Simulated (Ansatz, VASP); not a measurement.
## Br: VASP beside Ansatz

Contents of INCAR:

```
PREC     = Accurate       # precision mode
ENCUT    = 520            # plane-wave cutoff, eV
EDIFF    = 1E-7           # SCF threshold, eV
ISMEAR   = -1             # smearing method
SIGMA    = 0.1            # smearing width, eV
LREAL    = F              # projectors in reciprocal space
LASPH    = T              # aspherical terms in the spheres
NELM     = 60             # most SCF steps
ALGO     = Normal         # electronic algorithm
ISIF     = 2              # what is computed and relaxed
LWAVE    = F              # write WAVECAR
LCHARG   = T              # write CHGCAR
LELF     = T              # ELF
LVHAR    = T            
NBANDS   = 10             # bands
```

The input KPOINTS:

```
Automatic mesh
0
Gamma
  14 14 14
```

File POSCAR:

```
Br
1.0
    0.0000000000      2.0762177807      2.0762177807
    2.0762177807      0.0000000000      2.0762177807
    2.0762177807      2.0762177807      0.0000000000
Br
1
Direct
    0.0000000000      0.0000000000      0.0000000000
```

Input for Ansatz:

```yaml
crystal:
  lattice:
    - [0.0, 2.0762177807, 2.0762177807]
    - [2.0762177807, 0.0, 2.0762177807]
    - [2.0762177807, 2.0762177807, 0.0]
  atoms:
    - { symbol: Br, position: [0.0, 0.0, 0.0] }
kpoints:
  mp_grid: { grid: [14, 14, 14] }
scf:
  occupations: { method: fermi_dirac, width: 0.1 }
hamiltonian:
  xc: lda
  pseudopotentials: { kind: all_electron, lapw: { basis_error: 0.001 } }
output:
  forces: true
  stress: true
  eigenvalues: true
  populations: true
```

Change from the starting cell: volume scaled by 0.78, LAPW.

Alike in both runs: task single point; functional LDA; k mesh 14 × 14 × 14; occupations fermi-dirac, width 0.1 eV; no spin polarisation.

|  | VASP | Ansatz |
| --- | --- | --- |
| version | VASP 6.6.1 | Ansatz 0.2.0 |
| potentials or method | VASP PAW LDA potentials, release 64 (Br) | all-electron LAPW, scalar-relativistic |
| plane-wave cutoff (eV) | 520 | see its input |

|  | VASP | Ansatz | Ansatz less VASP |
| --- | --- | --- | --- |
| pressure (GPa) | 21.9 | 21.7 | -0.21 |

Ansatz ran all-electron here, so the differences hold the error of VASP's frozen core and of both bases.

Caveats: so large a pressure means that the cell lies far from this level's equilibrium, or that cutoff or potentials fall short (VASP); an odd number of electrons without spin polarisation forces a metal; a magnetic or distorted state may lie lower.
